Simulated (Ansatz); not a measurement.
**ZnS under changes of volume**

One of the cells (19.727 Å³/atom); the others are scaled copies at fixed shape and fractional positions:

```
Zn S
1.0
     0.00000    2.70200    2.70200
     2.70200    0.00000    2.70200
     2.70200    2.70200    0.00000
Zn S
1 1
Direct
  0.75000 0.75000 0.75000
  0.00000 0.00000 0.00000
```

- Program: Ansatz 0.2.0
- Functional: PBE
- Potentials or basis: PseudoDojo standard (PBEsol files)
- Cutoff: 1143 eV
- Density cutoff: 4572 eV
- k mesh: 9 × 9 × 9
- Occupations: tetrahedron
- Spin: collinear spin, random start
- Starting moments: [0.58, 0.0] μB

| volume (Å³/atom) | energy over the lowest point (meV/atom) | pressure (GPa) | gap on the mesh (eV) |
| --- | --- | --- | --- |
| 18.543 | 32.69 | 7.0 | 2.42 |
| 18.938 | 17.98 | 5.0 | 2.33 |
| 19.332 | 7.94 | 3.2 | 2.24 |
| 19.727 | ? | ? | ? |
| 20.121 | 0.00 | 0.1 | 2.06 |
| 20.516 | 1.30 | -1.2 | 1.98 |
| 20.910 | 5.65 | -2.3 | 1.90 |

**Question.** What does the run at 19.727 Å³/atom give?

**Answer.** Energy over the lowest point 2.08 meV/atom; pressure 1.6 GPa; gap on the mesh 2.15 eV.

Worked out: A Birch-Murnaghan fit of order 3 (a polynomial in V^(-2/3)) to the other rows has its minimum at 20.16 Å³/atom with B0 = V·E''(V) = 70 GPa and B' = 4.4. It gives 2.08 meV/atom at 19.727 Å³/atom, against the run's 2.08, and -dE/dV = 1.6 GPa, against 1.6. A straight line through the other rows of the gap, of slope -4.35 eV per unit of ln V (its deformation potential), gives 2.15 eV, against the run's 2.15.

Energies are extrapolated to zero smearing.

Caveats: odd divisions of the mesh miss points on the zone boundary, where band edges often lie, so the gap on the mesh can be too wide; the potentials were made for another functional, which shifts forces and pressure; with tetrahedron occupations forces and stress needn't match the slope of the energy; the starting moments weren't kept.
